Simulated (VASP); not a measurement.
# Lu: relaxation of shape and atoms at fixed volume with PBE

Lu:

```xyz
2
Lattice="3.4406 0.0000 0.0000 -1.7203 2.9797 0.0000 0.0000 0.0000 5.3059" Properties=species:S:1:pos:R:3 pbc="T T T"
Lu    0.0000    1.9864    1.3265
Lu    1.7203    0.9932    3.9794
```

The cell isn't the ideal one: a relaxed cell with its volume scaled by 0.94.

```
Program                : VASP 6.6.1
Task                   : relaxation of shape and atoms at fixed volume
Functional             : PBE
Potentials or basis    : VASP PAW PBE potentials, release 64 (Lu)
Cutoff                 : 300 eV
k mesh                 : 6 × 6 × 4
Occupations            : methfessel-paxton, width 0.1 eV
Spin                   : no spin polarisation
Further INCAR settings : ALGO = Fast; EDIFF = 1e-07; IBRION = 2; EDIFFG = -0.01; NSW = 40; ISIF = 4
```

```json
{
 "Energy gained by relaxing": "0.0 meV/atom",
 "Ionic steps": "2",
 "Pressure after relaxing": "3.5 GPa",
 "Band gap on the k mesh": "none (metal or under the smearing width)"
}
```

Final structure:
```cif
data_structure
_symmetry_space_group_name_H-M 'P 1'
_symmetry_Int_Tables_number 1
_cell_length_a 3.4418
_cell_length_b 3.4418
_cell_length_c 5.3023
_cell_angle_alpha 90.000
_cell_angle_beta 90.000
_cell_angle_gamma 120.000
_cell_volume 54.40
loop_
_atom_site_label
_atom_site_type_symbol
_atom_site_fract_x
_atom_site_fract_y
_atom_site_fract_z
_atom_site_occupancy
Lu1 Lu 0.33333 0.66667 0.25000 1
Lu2 Lu 0.66667 0.33333 0.75000 1
```

Levels at points of the mesh, in eV from the Fermi level:
```
           k point  band 22  band 23  band 24  band 25  band 26  band 27  band 28  band 29
(0.00, 0.00, 0.00)    -4.78    -4.77    -2.52     0.96     2.16     2.16     2.79     3.00
(0.50, 0.00, 0.00)    -4.77    -2.44    -1.56    -0.97    -0.37     1.76     1.77     2.57
(0.00, 0.00, 0.50)    -4.77    -4.42    -4.42     1.27     1.27     2.04     2.04     2.04
(0.50, 0.00, 0.50)    -4.80    -2.26    -2.26     0.09     0.09     1.49     1.49     3.43
```

Wall time 50 s on 1 thread of Intel(R) Xeon(R) 6975P-C (Granite Rapids), with other jobs on the host, peak memory 0.14 GiB.

Caveat: the cutoff is under 1.25 times the usual one of these potentials, so pressure, stress and relaxed cells hold a basis-set (Pulay) error. Spin-orbit coupling is left out, which matters for the levels of Lu.
